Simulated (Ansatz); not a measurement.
Born–Oppenheimer molecular dynamics of a periodic cell of 16 atoms, Li (start crystal Li, start structure bcc, volume 1.15 times the crystal's). It goes on from the last frame of an earlier run, with new velocities.

Level of theory: Ansatz, DFT PBE, scalar-relativistic, plane waves, PAW. Settings: cutoff 420 eV, k mesh 2x2x2, fermi-dirac smearing 0.11 eV, no spin polarisation.

- ensemble: NVT, Langevin thermostat
- time step: 1.5 fs
- steps asked: 220
- set temperature: 1040 K
- friction: 0.02 /fs
- temperature schedule: 165 steps to 300 K, then 55 steps to 300 K
- seed: 249618

Frames 1.5 fs apart, positions in Å.

Velocities at 225.0 fs (Å/ps):

```
Li -3.40 -13.53 -11.50
Li -15.85 8.83 5.99
Li -7.61 -0.98 -9.41
Li -2.92 0.56 -6.57
Li 2.10 -12.60 11.69
Li 12.21 -1.02 4.00
Li 2.23 -11.50 -0.74
Li -7.22 2.41 -3.18
Li -0.51 -9.23 -2.29
Li 0.21 -8.03 15.19
Li -15.30 2.42 7.09
Li 12.65 -2.88 -6.24
Li 16.87 13.18 5.14
Li 7.28 2.17 4.46
Li 2.82 -4.02 5.60
Li 6.90 -5.17 -7.29
```

```xyz
16
Lattice="7.3129 0.0000 0.0000 0.0000 7.3129 0.0000 0.0000 0.0000 7.3129" Properties=species:S:1:pos:R:3 time_fs=225.0 energy_less_start_eV=-1.535 T=555
Li -0.566 -0.486 0.109
Li 3.273 -0.254 0.662
Li -1.183 2.659 0.088
Li 0.131 0.212 4.130
Li 0.929 1.506 1.904
Li 3.539 3.986 1.206
Li 2.992 -1.008 3.238
Li 5.292 1.261 2.542
Li -0.680 2.982 3.945
Li 1.112 5.020 1.437
Li 1.856 1.978 5.765
Li 2.771 2.541 3.539
Li 5.487 5.586 2.712
Li 4.388 0.601 5.330
Li 1.287 4.673 5.862
Li 4.597 4.487 5.278
16
Lattice="7.3129 0.0000 0.0000 0.0000 7.3129 0.0000 0.0000 0.0000 7.3129" Properties=species:S:1:pos:R:3 time_fs=226.5 energy_less_start_eV=-1.561 T=571
Li -0.572 -0.506 0.093
Li 3.250 -0.242 0.670
Li -1.194 2.659 0.072
Li 0.126 0.212 4.120
Li 0.934 1.487 1.923
Li 3.557 3.984 1.212
Li 2.994 -1.024 3.237
Li 5.279 1.265 2.537
Li -0.680 2.968 3.941
Li 1.112 5.007 1.460
Li 1.833 1.981 5.778
Li 2.790 2.537 3.530
Li 5.513 5.606 2.721
Li 4.398 0.605 5.336
Li 1.292 4.668 5.870
Li 4.606 4.480 5.266
16
Lattice="7.3129 0.0000 0.0000 0.0000 7.3129 0.0000 0.0000 0.0000 7.3129" Properties=species:S:1:pos:R:3 time_fs=228.0 energy_less_start_eV=-1.591 T=545
Li -0.579 -0.524 0.080
Li 3.228 -0.232 0.675
Li -1.204 2.662 0.053
Li 0.120 0.211 4.114
Li 0.939 1.467 1.943
Li 3.572 3.981 1.218
Li 2.991 -1.039 3.236
Li 5.264 1.268 2.529
Li -0.680 2.958 3.935
Li 1.109 4.994 1.483
Li 1.810 1.982 5.794
Li 2.810 2.535 3.519
Li 5.539 5.623 2.729
Li 4.410 0.611 5.344
Li 1.297 4.666 5.878
Li 4.612 4.471 5.254
16
Lattice="7.3129 0.0000 0.0000 0.0000 7.3129 0.0000 0.0000 0.0000 7.3129" Properties=species:S:1:pos:R:3 time_fs=229.5 energy_less_start_eV=-1.619 T=578
Li -0.587 -0.542 0.066
Li 3.207 -0.224 0.675
Li -1.216 2.665 0.029
Li 0.114 0.210 4.109
Li 0.943 1.445 1.962
Li 3.585 3.978 1.223
Li 2.984 -1.053 3.233
Li 5.249 1.268 2.520
Li -0.682 2.952 3.929
Li 1.105 4.981 1.502
Li 1.787 1.980 5.809
Li 2.829 2.537 3.507
Li 5.566 5.639 2.735
Li 4.425 0.617 5.353
Li 1.303 4.666 5.885
Li 4.613 4.460 5.241
16
Lattice="7.3129 0.0000 0.0000 0.0000 7.3129 0.0000 0.0000 0.0000 7.3129" Properties=species:S:1:pos:R:3 time_fs=231.0 energy_less_start_eV=-1.638 T=568
Li -0.598 -0.558 0.049
Li 3.187 -0.218 0.673
Li -1.230 2.668 0.001
Li 0.108 0.209 4.106
Li 0.945 1.422 1.981
Li 3.599 3.976 1.229
Li 2.977 -1.068 3.227
Li 5.232 1.268 2.511
Li -0.684 2.949 3.918
Li 1.099 4.970 1.518
Li 1.765 1.977 5.824
Li 2.847 2.542 3.497
Li 5.592 5.657 2.736
Li 4.441 0.621 5.362
Li 1.307 4.666 5.892
Li 4.612 4.447 5.226
16
Lattice="7.3129 0.0000 0.0000 0.0000 7.3129 0.0000 0.0000 0.0000 7.3129" Properties=species:S:1:pos:R:3 time_fs=232.5 energy_less_start_eV=-1.652 T=558
Li -0.610 -0.571 0.033
Li 3.166 -0.213 0.674
Li -1.242 2.671 -0.026
Li 0.100 0.207 4.105
Li 0.946 1.400 1.999
Li 3.615 3.977 1.235
Li 2.969 -1.085 3.222
Li 5.215 1.267 2.502
Li -0.683 2.948 3.907
Li 1.095 4.962 1.535
Li 1.745 1.976 5.839
Li 2.864 2.549 3.488
Li 5.615 5.675 2.737
Li 4.457 0.625 5.372
Li 1.312 4.665 5.899
Li 4.607 4.433 5.211
16
Lattice="7.3129 0.0000 0.0000 0.0000 7.3129 0.0000 0.0000 0.0000 7.3129" Properties=species:S:1:pos:R:3 time_fs=234.0 energy_less_start_eV=-1.664 T=576
Li -0.624 -0.586 0.017
Li 3.144 -0.210 0.675
Li -1.252 2.677 -0.052
Li 0.091 0.204 4.105
Li 0.948 1.381 2.013
Li 3.633 3.980 1.239
Li 2.960 -1.103 3.220
Li 5.194 1.265 2.489
Li -0.681 2.949 3.895
Li 1.092 4.955 1.550
Li 1.724 1.978 5.857
Li 2.880 2.558 3.483
Li 5.636 5.694 2.737
Li 4.475 0.631 5.383
Li 1.318 4.662 5.907
Li 4.603 4.419 5.199
16
Lattice="7.3129 0.0000 0.0000 0.0000 7.3129 0.0000 0.0000 0.0000 7.3129" Properties=species:S:1:pos:R:3 time_fs=235.5 energy_less_start_eV=-1.677 T=558
Li -0.640 -0.604 0.002
Li 3.125 -0.208 0.674
Li -1.262 2.683 -0.079
Li 0.082 0.198 4.105
Li 0.951 1.363 2.020
Li 3.651 3.981 1.242
Li 2.950 -1.122 3.219
Li 5.173 1.262 2.473
Li -0.680 2.950 3.886
Li 1.087 4.947 1.563
Li 1.703 1.980 5.878
Li 2.894 2.569 3.480
Li 5.652 5.713 2.737
Li 4.495 0.636 5.393
Li 1.327 4.657 5.917
Li 4.602 4.403 5.190
16
Lattice="7.3129 0.0000 0.0000 0.0000 7.3129 0.0000 0.0000 0.0000 7.3129" Properties=species:S:1:pos:R:3 time_fs=237.0 energy_less_start_eV=-1.690 T=494
Li -0.655 -0.621 -0.012
Li 3.108 -0.209 0.674
Li -1.269 2.688 -0.105
Li 0.074 0.189 4.107
Li 0.953 1.345 2.025
Li 3.671 3.979 1.245
Li 2.941 -1.141 3.220
Li 5.154 1.259 2.458
Li -0.679 2.953 3.879
Li 1.082 4.939 1.580
Li 1.681 1.980 5.898
Li 2.905 2.578 3.476
Li 5.665 5.730 2.735
Li 4.512 0.641 5.404
Li 1.337 4.651 5.924
Li 4.601 4.384 5.185
16
Lattice="7.3129 0.0000 0.0000 0.0000 7.3129 0.0000 0.0000 0.0000 7.3129" Properties=species:S:1:pos:R:3 time_fs=238.5 energy_less_start_eV=-1.700 T=494
Li -0.672 -0.639 -0.023
Li 3.095 -0.215 0.676
Li -1.277 2.694 -0.129
Li 0.064 0.177 4.112
Li 0.955 1.331 2.029
Li 3.693 3.975 1.248
Li 2.933 -1.157 3.223
Li 5.135 1.255 2.449
Li -0.675 2.956 3.875
Li 1.074 4.930 1.598
Li 1.661 1.980 5.920
Li 2.913 2.586 3.472
Li 5.677 5.747 2.734
Li 4.529 0.645 5.416
Li 1.348 4.646 5.931
Li 4.599 4.366 5.182
16
Lattice="7.3129 0.0000 0.0000 0.0000 7.3129 0.0000 0.0000 0.0000 7.3129" Properties=species:S:1:pos:R:3 time_fs=240.0 energy_less_start_eV=-1.708 T=481
Li -0.690 -0.658 -0.034
Li 3.084 -0.225 0.679
Li -1.284 2.699 -0.152
Li 0.054 0.163 4.119
Li 0.958 1.317 2.031
Li 3.716 3.974 1.251
Li 2.925 -1.172 3.228
Li 5.118 1.251 2.442
Li -0.669 2.962 3.870
Li 1.064 4.921 1.613
Li 1.641 1.979 5.940
Li 2.920 2.593 3.467
Li 5.687 5.766 2.732
Li 4.548 0.650 5.426
Li 1.359 4.641 5.937
Li 4.596 4.346 5.177
16
Lattice="7.3129 0.0000 0.0000 0.0000 7.3129 0.0000 0.0000 0.0000 7.3129" Properties=species:S:1:pos:R:3 time_fs=241.5 energy_less_start_eV=-1.717 T=460
Li -0.709 -0.677 -0.044
Li 3.078 -0.234 0.682
Li -1.287 2.702 -0.174
Li 0.044 0.146 4.127
Li 0.963 1.300 2.029
Li 3.738 3.970 1.251
Li 2.916 -1.185 3.237
Li 5.103 1.246 2.439
Li -0.662 2.967 3.866
Li 1.056 4.912 1.624
Li 1.620 1.978 5.958
Li 2.927 2.599 3.460
Li 5.697 5.784 2.733
Li 4.566 0.658 5.435
Li 1.368 4.637 5.940
Li 4.594 4.328 5.174
```

Of the whole run (330 fs, mean temperature of the second half 498 K): The schedule's set-point averaged 362 K over the second half and the system 498 K, so it lags behind the ramp. A run of 0.33 ps of so small a system gives no equilibrium averages. Limits of this set-up: coarse k mesh.

The run took 15 min on 1 thread of Arm Neoverse V1, with other jobs on the host, peak memory 0.55 GiB.
